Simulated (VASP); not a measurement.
Input of a VASP 6.6.1 run:

File INCAR:

```
SYSTEM = Pd
PREC = Accurate
ENCUT = 400
EDIFF = 1E-6
ISMEAR = 1
SIGMA = 0.1
LREAL = Auto
LASPH = .TRUE.
NELM = 80
ALGO = Normal
ISIF = 2
LWAVE = .FALSE.
LCHARG = .FALSE.
GGA = MK
LUSE_VDW = .TRUE.
AGGAC = 0.0
PARAM1 = 0.1234
PARAM2 = 1.0
NBANDS = 94
ISYM = 0
KPAR = 4
```

KPOINTS

```
Automatic mesh
0
G
  6 6 1
  0 0 0
```

POSCAR

```
Pd                                      
1.0
    5.5012907576      0.0000000000      0.0000000000
    2.7506453788      4.7642575497      0.0000000000
    0.0000000000      0.0000000000     23.2376776414
  Pd            
    16
Selective dynamics
Direct
     0.0000000000000000    0.0000000000000000    0.1075839005000034   F   F   F
     0.5000000000000000    0.0000000000000000    0.1075839005000034   F   F   F
     0.0000000000000000    0.5000000000000000    0.1075839005000034   F   F   F
     0.5000000000000000    0.5000000000000000    0.1075839005000034   F   F   F
     0.1666666667000030    0.1666666667000030    0.2042326527000000   F   F   F
     0.6666666667000030    0.1666666667000030    0.2042326527000000   F   F   F
     0.1666666667000030    0.6666666667000030    0.2042326527000000   F   F   F
     0.6666666667000030    0.6666666667000030    0.2042326527000000   F   F   F
     0.8333333315112117    0.3333333330832043    0.3004269887803841   T   T   T
     0.3333333293467703    0.3333333291375395    0.3004269874241051   T   T   T
     0.8333333291891510    0.8333333286916105    0.3004269876631512   T   T   T
     0.3333333330945965    0.8333333318156751    0.3004269870401732   T   T   T
     0.0000000028692383    0.0000000035270699    0.3978890658754789   T   T   T
     0.5000000033873437    0.0000000025263058    0.3978890470072652   T   T   T
     0.0000000021697994    0.5000000030915305    0.3978890527687869   T   T   T
     0.5000000038621476    0.5000000027151505    0.3978890555399427   T   T   T
```

Potentials or basis: VASP PAW PBE potentials, release 64 (Pd).

The run is started by

```console
$ cat potpaw_PBE.64/Pd/POTCAR > POTCAR
$ mpirun -np 4 vasp_std > vasp.out
```

(1) What does it give for the largest force?

(2) Estimate the band gap on the k mesh.

Answers

(1) 0.101 eV/Å.

(2) none (metal or under the smearing width).

Caveat: the PAW data sets were made with another functional, which shifts forces and pressure a little.
